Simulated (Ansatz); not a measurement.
The following input was run with Ansatz 0.2.0.

```yaml
crystal:
  lattice:
    - [-1.3952112432, 1.3952112432, 1.3276802539]
    - [1.3952112432, -1.3952112432, 1.3276802539]
    - [1.3952112432, 1.3952112432, -1.3276802539]
  atoms:
    - { symbol: Cu, position: [0.0, 0.0, 0.0] }
basis:
  ecutwfc: 420
kpoints:
  mp_grid: { grid: [20, 20, 20] }
hamiltonian:
  xc: pbesol
scf:
  occupations: { method: gaussian, width: 0.1 }
output:
  forces: true
  stress: true
  eigenvalues: true
relax:
  adjacent_minimum: "off"
  f_tol: 0.01
  max_steps: 30
  cell: { stress_tol: 0.1, fix: [volume] }
```

Launched with
```bash
ansatz run input.yaml --threads 1 --pin off --max-ram 2560MiB --backend cpu --events-out ev --progress --plain --runs-dir out
```

Theory: Ansatz, DFT PBEsol, scalar-relativistic, plane waves, PAW.

From the run's log, abridged (iterations and final results):

```
SCF iter   1: F=—  HF=-6588.682705 eV  |F-HF|=—  |Δ(HF+E_count)|=         —  Δρ=2.25e-2  dr2=2.63e-2  ethr=1.77e-3  ⟨swp⟩=5.3  Hψ=45535  notcnv=0
SCF iter   2: F=—  HF=-6588.686664 eV  |F-HF|=—  |Δ(HF+E_count)|=   3.96e-3  Δρ=2.45e-2  dr2=3.36e-2  ethr=1.39e-4  ⟨swp⟩=2.5  Hψ=20987  notcnv=0  defer=263
SCF iter   3: F=—  HF=-6588.676391 eV  |F-HF|=—  |Δ(HF+E_count)|=   1.03e-2  Δρ=1.75e-3  dr2=1.22e-4  ethr=1.39e-4  ⟨swp⟩=2.0  Hψ=14632  notcnv=0  defer=263
SCF iter   4: F=—  HF=-6588.676399 eV  |F-HF|=—  |Δ(HF+E_count)|=   8.52e-6  Δρ=2.59e-5  dr2=2.94e-8  ethr=6.43e-7  ⟨swp⟩=1.6  Hψ=11756  notcnv=0  defer=263
SCF iter   5: F=—  HF=-6588.676398 eV  |F-HF|=—  |Δ(HF+E_count)|=   1.42e-6  Δρ=2.07e-5  dr2=1.36e-8  ethr=1.55e-10  ⟨swp⟩=2.4  Hψ=16052  notcnv=0  defer=263
SCF iter   6: F=-6588.676398 eV  HF=-6588.676398 eV  |F-HF|=6.64e-11  |Δ(HF+E_count)|=   2.05e-9  Δρ=1.03e-6  dr2=5.38e-11  ethr=7.17e-11  ⟨swp⟩=3.5  Hψ=33992  notcnv=0
the search or the solves at the SCF's close seem to have found levels that the self-consistency loop had missed (the run counts 1). By its estimate they hold under 1e-12 electrons; where the run keeps them, the occupations were computed again with them
SCF 1 converged in 6 iterations: F = -6588.676398 eV  dr2 = 5.38e-11
relax step   1: F+E_penalty+E_count = -6588.67639795 eV  Δ(F+E_penalty+E_count) = +0.000e0 eV  max|allowed force component| = 0.000e0 eV/Å  Δτ_max = 0.0000 Å  P = +19.711 GPa  Ω = 10.338 Å³  fix = [volume]  reactions: volume +19.711 GPa (6 SCF iters, dr2 threshold 1.00e-7 eV, accepted)
Initial density: handed on by an earlier stage of this run
Initial wavefunctions: those handed on with the density
SCF iter   1: F=—  HF=-6588.676402 eV  |F-HF|=—  |Δ(HF+E_count)|=         —  Δρ=3.28e-5  dr2=3.36e-8  ethr=4.56e-10  ⟨swp⟩=3.2  Hψ=61645  notcnv=0
SCF iter   2: F=-6588.676402 eV  HF=-6588.676402 eV  |F-HF|=3.21e-9  |Δ(HF+E_count)|=   2.97e-7  Δρ=1.49e-5  dr2=6.98e-9  ethr=1.77e-10  ⟨swp⟩=4.3  Hψ=31169  notcnv=0
SCF 2 converged in 2 iterations: F = -6588.676402 eV  dr2 = 6.98e-9
relax step   2: F+E_penalty+E_count = -6588.67640198 eV  Δ(F+E_penalty+E_count) = -4.027e-6 eV  max|allowed force component| = 0.000e0 eV/Å  Δτ_max = 0.0000 Å  P = +19.708 GPa  Ω = 10.338 Å³  energy of the carried Pulay correction = -3.223e-8 eV  fix = [volume]  reactions: volume +19.708 GPa (2 SCF iters, dr2 threshold 4.82e-8 eV, accepted)
SCF iter   1: F=—  HF=-6588.676426 eV  |F-HF|=—  |Δ(HF+E_count)|=         —  Δρ=3.85e-4  dr2=4.62e-6  ethr=6.10e-8  ⟨swp⟩=3.1  Hψ=61886  notcnv=0
SCF iter   2: F=—  HF=-6588.676424 eV  |F-HF|=—  |Δ(HF+E_count)|=   1.48e-6  Δρ=1.81e-4  dr2=1.07e-6  ethr=2.43e-8  ⟨swp⟩=1.0  Hψ=9010  notcnv=0
SCF iter   3: F=—  HF=-6588.676425 eV  |F-HF|=—  |Δ(HF+E_count)|=   5.34e-7  Δρ=2.23e-4  dr2=2.72e-6  ethr=5.63e-9  ⟨swp⟩=2.1  Hψ=14813  notcnv=0  recentre
SCF iter   4: F=-6588.676424 eV  HF=-6588.676424 eV  |F-HF|=1.88e-9  |Δ(HF+E_count)|=   7.69e-7  Δρ=1.11e-5  dr2=4.89e-9  ethr=2.15e-10  ⟨swp⟩=3.5  Hψ=37867  notcnv=0
SCF 3 converged in 4 iterations: F = -6588.676424 eV  dr2 = 4.89e-9
relax step   3: F+E_penalty+E_count = -6588.67642380 eV  Δ(F+E_penalty+E_count) = -2.182e-5 eV  max|allowed force component| = 0.000e0 eV/Å  Δτ_max = 0.0000 Å  P = +19.677 GPa  Ω = 10.338 Å³  energy of the carried Pulay correction = -3.996e-7 eV  fix = [volume]  reactions: volume +19.677 GPa (4 SCF iters, dr2 threshold 4.08e-8 eV, accepted)
Initial wavefunctions: pseudopotential atomic-orbital guess (no wavefunctions were taken with the density)
SCF iter   1: F=—  HF=-6588.676423 eV  |F-HF|=—  |Δ(HF+E_count)|=         —  Δρ=9.71e-6  dr2=4.33e-9  ethr=1.94e-9  ⟨swp⟩=3.6  Hψ=75341  notcnv=0
SCF iter   2: F=—  HF=-6588.676423 eV  |F-HF|=—  |Δ(HF+E_count)|=   2.24e-7  Δρ=4.86e-6  dr2=1.06e-9  ethr=2.28e-11  ⟨swp⟩=2.4  Hψ=13618  notcnv=0
SCF iter   3: F=—  HF=-6588.676423 eV  |F-HF|=—  |Δ(HF+E_count)|=   2.58e-9  Δρ=9.92e-6  dr2=5.34e-9  ethr=5.60e-12  ⟨swp⟩=2.0  Hψ=15089  notcnv=0  recentre
SCF iter   4: F=-6588.676423 eV  HF=-6588.676423 eV  |F-HF|=1.82e-12  |Δ(HF+E_count)|=   1.43e-9  Δρ=2.25e-7  dr2=2.12e-12  ethr=1.00e-12  ⟨swp⟩=3.6  Hψ=39142  notcnv=0
SCF 4 converged in 4 iterations: F = -6588.676423 eV  dr2 = 2.12e-12
SCF converged after 4 iterations
Free energy (F): -6588.676423 eV
Harris-Foulkes:  -6588.676423 eV  (|F-HF|=1.82e-12)
Internal energy: -6588.674455 eV  (E = F + TS)
E sigma→0 (E₀):  -6588.675439 eV
Entropy (-TS):   -0.001968 eV (-1.968 meV/atom)
Fermi energy:    19.685985 eV
--- Per-component energies (eV) ---
  E_band       = -310.532179
  E_kinetic    = 302.060577
  E_local      = -3800.901550  (includes V_loc(G=0)·N_el)
  E_nonlocal   = 390.506055
  E_hartree    = 1680.835605
  E_xc         = -90.315176
  E_vxc        = -117.106788  (∫ρ·V_xc dr)
  E_paw        = -1624.931518  (= ΣΔE_a)
  E_vpaw       = -446.761876  (= ΣTr[D̂ρ^β])
  E_aug_tail   = 0.000232  (compensation charges beyond the density's cutoff)
  E_ewald      = -3446.134882
  E_core_change = 0.206202  (= ΣΔE_core)
  E_smearing   = -0.001968  (= −TS)
--- Forces (eV/Å), atoms counted from 1 ---
  atom   1  Cu     0.00000000     0.00000000     0.00000000
--- Stress (GPa, compression-positive) ---
       19.675751       0.000000       0.000000
        0.000000      19.675751       0.000000
        0.000000       0.000000      19.678697
  P = ⅓ Tr σ = 19.6767 GPa (196.767 kbar)
--- Band table (eV; the first three rows and the last of 641) ---
  k-point 0: bands = ["-92.9632", "-50.3844", "-50.3799", "-50.3799", "9.1359", "15.9684", "16.1828", "16.1828", "17.2366", "17.4667", "45.5622", "45.5622", "46.7510", "50.0582"]
  k-point 1: bands = ["-92.9624", "-50.3859", "-50.3845", "-50.3797", "9.2393", "15.9700", "16.1627", "16.2269", "17.2134", "17.4648", "44.3529", "45.4902", "46.5403", "49.2278"]
  k-point 2: bands = ["-92.9605", "-50.3980", "-50.3903", "-50.3794", "9.5462", "15.9706", "16.1047", "16.3563", "17.1533", "17.4597", "41.9073", "45.0690", "46.0434", "48.2733"]
  k-point 640: bands = ["-92.9123", "-50.5245", "-50.5245", "-50.5128", "14.1542", "14.2108", "18.0432", "18.0432", "18.0983", "27.7788", "27.7788", "29.6041", "33.8393", "34.5784"]
--- Relaxed structure (3 steps of the walk, 3 accepted, 1 SCFs on fresh bases) ---
  F+E_penalty+E_count = -6588.67642305 eV   max|allowed force component| = 0.000e0 eV/Å   (the final SCF, on the basis selected at the relaxed cell)
  cell:  # Å, volume = 10.3379 Å³
    - [-1.39249437, 1.39249437, 1.33286612]
    - [1.39249437, -1.39249437, 1.33286612]
    - [1.39249437, 1.39249437, -1.33286612]
  atoms:
    - { symbol: Cu, position: [0.0, 0.0, 0.0] }
```

The relaxation met its thresholds.

Time: 11 s on 1 thread of AMD EPYC 9R45 96-Core Processor (Zen 5), on a shared host, peak memory 0.43 GiB.